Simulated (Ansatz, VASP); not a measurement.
## AlP in VASP and in Ansatz

```
Al P
1.0
     0.00000    2.67394    2.67394
     2.67394    0.00000    2.67394
     2.67394    2.67394    0.00000
Al P
1 1
Cartesian
  0.0000 0.0000 0.0000
  1.3370 1.3370 1.3370
```

The cell was built by a generator and isn't the measured one.

Alike in both runs: task single point; functional LDA; k mesh 6 × 6 × 6; occupations gaussian, width 0.05 eV; no spin polarisation.

|  | VASP | Ansatz |
| --- | --- | --- |
| version | VASP 6.6.1 | Ansatz 0.2.0 |
| potentials or method | VASP PAW LDA potentials, release 64 (Al, P) | scalar-relativistic, plane waves, PAW |
| plane-wave cutoff (eV) | 520 | 420 |
| valence electrons in the cell | 8 | 8 |

|  | VASP | Ansatz | Ansatz less VASP |
| --- | --- | --- | --- |
| gap on the k mesh at the Fermi level (eV) | 1.31 | 1.32 | +0.007 |
| least direct gap on the mesh (eV) | 3.56 | 3.56 | +0.001 |
| pressure (GPa) | 4.9 | 4.8 | -0.07 |

A k mesh can miss the band edges.
